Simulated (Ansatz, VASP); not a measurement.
One calculation of Rh, two programs

POSCAR

```
Rh
1.0
    0.0000000000      1.9966275000      1.9966275000
    1.9966275000      0.0000000000      1.9966275000
    1.9966275000      1.9966275000      0.0000000000
Rh
1
Direct
    0.0000000000      0.0000000000      0.0000000000
```

The input INCAR.step1:

```
SYSTEM = Rh
PREC = Accurate
ENCUT = 520
ISMEAR = 0
SIGMA = 0.15
LREAL = .False.
LASPH = .True.
NELM = 100
NBANDS = 14
GGA = PE
ALGO = Normal
EDIFF = 1E-4
LWAVE = .True.
LCHARG = .False.
```

Contents of INCAR.step2:

```
SYSTEM = Rh
PREC = Accurate
ENCUT = 520
EDIFF = 1E-7
ISMEAR = 0
SIGMA = 0.15
LREAL = .False.
LASPH = .True.
NELM = 100
ALGO = Normal
ISIF = 2
LWAVE = .False.
LCHARG = .True.
METAGGA = R2SCAN
LMIXTAU = .True.
LELF = .True.
LVHAR = .True.
NBANDS = 14
ISTART = 1
```

File KPOINTS:

```
regular mesh
0
Gamma
  22 22 22
  0 0 0
```

Input for Ansatz:

```yaml
crystal:
  lattice:
    - [0.0, 1.9966275, 1.9966275]
    - [1.9966275, 0.0, 1.9966275]
    - [1.9966275, 1.9966275, 0.0]
  atoms:
    - { symbol: Rh, position: [0.0, 0.0, 0.0] }
basis:
  ecutwfc: 500
kpoints:
  mp_grid: { grid: [22, 22, 22] }
hamiltonian:
  xc: r2scan
scf:
  occupations: { method: gaussian, width: 0.15 }
output:
  forces: true
  stress: true
  eigenvalues: true
```

Change from the starting cell: strain +0.050 along x and y, +0.050 along z, atoms carried along.

Alike in both runs: task single point; functional r2SCAN; k mesh 22 × 22 × 22; occupations gaussian, width 0.15 eV; no spin polarisation.

|  | VASP | Ansatz |
| --- | --- | --- |
| version | VASP 6.6.1 | Ansatz 0.2.0 |
| potentials or method | VASP PAW PBE potentials, release 64 (Rh_pv) | scalar-relativistic, plane waves, PAW |
| plane-wave cutoff (eV) | 520 | 500 |
| valence electrons in the cell | 15 | 17 |

Ansatz gave:

- gap on the k mesh at the Fermi level (eV): none
- pressure (GPa): -28.3

Q: What did VASP give for the same quantities?

A: gap on the k mesh at the Fermi level (eV): none; pressure (GPa): -27.8.

A gap of «none» marks a metal or a gap that the smearing closes. The two sets of potentials don't hold the same shells in valence.

Caveats: so large a pressure means that the cell lies far from this level's equilibrium, or that cutoff or potentials fall short (VASP); the potentials were made for another functional, which shifts forces and pressure (VASP).
